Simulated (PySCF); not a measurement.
# Computed NMR parameters against published values

Geometry:
| atom | x (Å) | y (Å) | z (Å) |
| --- | --- | --- | --- |
| C1 | -1.566 | -0.178 | -0.020 |
| C2 | -0.090 | -0.544 | 0.070 |
| C3 | 0.791 | 0.638 | -0.301 |
| S4 | 2.570 | 0.227 | -0.229 |
| H5 | -1.827 | 0.124 | -1.031 |
| H6 | -1.798 | 0.645 | 0.654 |
| H7 | -2.182 | -1.030 | 0.255 |
| H8 | 0.127 | -1.377 | -0.602 |
| H9 | 0.145 | -0.866 | 1.088 |
| H10 | 0.617 | 1.491 | 0.356 |
| H11 | 0.620 | 0.945 | -1.333 |
| H12 | 2.594 | -0.076 | 1.068 |

The experiment to reproduce: δ ¹³C C2 27.6; C3 26.4; C1 12.6; δ ¹H H10/H11 2.50; H8/H9 1.63; H5/H6/H7 0.99 ppm (measured; solution, not stated per compound (mostly CDCl3 or CCl4); Pretsch, Buehlmann, Badertscher, Structure Determination of Organic Compounds, 4th ed. (2009)).

Theory: geometry from GFN2-xTB, GIAO PBE0/pcSseg-1 shieldings, in PySCF 2.14 (a single conformation, equivalent nuclei averaged, isolated molecule, no relativistic terms).

Problem. What does the calculation give, and how does it compare?

Solution. 
Reference values: measured (solution, not stated per compound (mostly CDCl3 or CCl4); Pretsch, Buehlmann, Badertscher, Structure Determination of Organic Compounds, 4th ed. (2009)).
| atoms | quantity | reference | computed | computed, scaled |
| --- | --- | --- | --- | --- |
| C2 | δ ¹³C | 27.6 | 35.6 | 32.5 |
| C3 | δ ¹³C | 26.4 | 33.7 | 26.9 |
| C1 | δ ¹³C | 12.6 | 16.6 | 14.0 |
| H10/H11 | δ ¹H | 2.50 | 2.30 | 2.26 |
| H8/H9 | δ ¹H | 1.63 | 1.54 | 1.55 |
| H5/H6/H7 | δ ¹H | 0.99 | 1.01 | 1.05 |

Computed shifts are σ(ref) − σ with the named reference compound (TMS for H and C) calculated as an isolated molecule at the same level. The measured values may be among those fitted. Empirical linear scaling, fitted to shifts measured mostly in CDCl3 for H and C (δ vs TMS): ¹³C (scatter 2.1 ppm rms, 2.3 ppm with the 13 outliers that the fit left out, with a fitted term for attached S); ¹H (scatter 0.17 ppm rms, 0.18 ppm with the 4 outliers that the fit left out). A few per cent of atoms miss by over 2 rms, more outside the fitted compound classes. Hydrogens on heteroatoms aren't scaled, only referred to computed TMS.

Problem. How far are the unscaled ¹³C shifts from the references?

Solution. Mean signed difference +6.43 ppm, mean absolute 6.43 ppm over 3 comparisons; the largest is +8.0 ppm at C2 (sp3 CH2).

Problem. How far are the unscaled ¹H shifts from the references?

Solution. Mean signed difference -0.09 ppm, mean absolute 0.10 ppm over 3 comparisons; the largest is -0.20 ppm at H10/H11 (hydrogen on an sp3 CH2 bonded to S).
